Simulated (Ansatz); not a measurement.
AlN (zincblende) (r2SCAN geometry), in Ansatz:

```cif
data_structure
_symmetry_space_group_name_H-M 'F-43m'
_symmetry_Int_Tables_number 216
_cell_length_a 4.3698
_cell_length_b 4.3698
_cell_length_c 4.3698
_cell_angle_alpha 90.000
_cell_angle_beta 90.000
_cell_angle_gamma 90.000
_cell_volume 83.44
loop_
_atom_site_label
_atom_site_type_symbol
_atom_site_symmetry_multiplicity
_atom_site_Wyckoff_symbol
_atom_site_fract_x
_atom_site_fract_y
_atom_site_fract_z
_atom_site_occupancy
Al1 Al 4 a 0.00000 0.00000 0.00000 1
N1 N 4 d 0.25000 0.25000 0.75000 1
```

G0W0@PBE with 78 empty bands, a screening cutoff of 140 eV and a 6×6×6 mesh (PAW, contour deformation) gives 4.646 eV over the mesh points, from a PBE gap of 3.323 eV; it sums over 82 bands with 65 plane waves in the screening and a wave cutoff of 420 eV. G0W0 values are finite-basis, finite-mesh values. The values are computed, spin-unpolarised, and not measurements.

Q: Estimate the gap with starting point LDA.

A: 4.706 eV (+0.060 eV), from a Kohn-Sham gap of 3.241 eV.

Q: Estimate the gap with starting point HSE06.

A: 5.264 eV (+0.618 eV), from a Kohn-Sham gap of 4.552 eV.

Q: Estimate the gap with potentials of the kind norm-conserving, with them a wave cutoff of 1240 eV.

A: 4.644 eV (-0.002 eV), from a Kohn-Sham gap of 3.310 eV.

Q: Estimate the gap with starting point r2SCAN, with them a wave cutoff of 500 eV.

A: 4.948 eV (+0.302 eV), from a Kohn-Sham gap of 3.940 eV.
